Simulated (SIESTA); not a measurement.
# N in SIESTA: the effect of functional

N:

```
CELL_PARAMETERS angstrom
5.81510 0.00000 0.00000
0.00000 5.81510 0.00000
0.00000 0.00000 5.81510
ATOMIC_POSITIONS crystal
N 0.04586 0.45414 0.54586
N 0.45414 0.54586 0.04586
N 0.54586 0.04586 0.45414
N 0.95414 0.95414 0.95414
N 0.93610 0.56390 0.43610
N 0.56390 0.43610 0.93610
N 0.43610 0.93610 0.56390
N 0.06390 0.06390 0.06390
```

Alike in all runs:

```yaml
Program: SIESTA 5.4.2
Task: band structure
Basis: DZP (energy shift 0.003 Ry)
Grid_cutoff: 800 Ry
Energy_shift: 0.003 Ry
k_mesh: 5 × 5 × 5
Occupations: fermi-dirac, width 0.05 eV
Spin: no spin polarisation
```

```csv
functional,potentials or basis,gap on the mesh (eV),pressure (GPa),largest force (eV/Å)
PBE,PseudoDojo 0.4 standard (PBE files),7.58,4.2,4.24
LDA,PseudoDojo 0.4 standard (LDA files),7.45,2.4,3.35
PBEsol,PseudoDojo 0.4 standard (PBEsol files),?,?,?
```

Task: What does the run with functional PBEsol give?

Result: gap on the mesh 7.55 eV; pressure 4.0 GPa; largest force 4.15 eV/Å.

Caveats: the basis of atomic orbitals isn't converged, which shifts pressures, moduli and gaps; forces of over 1 eV/Å show positions far from the minimum, so gaps and moduli don't describe the material at rest.

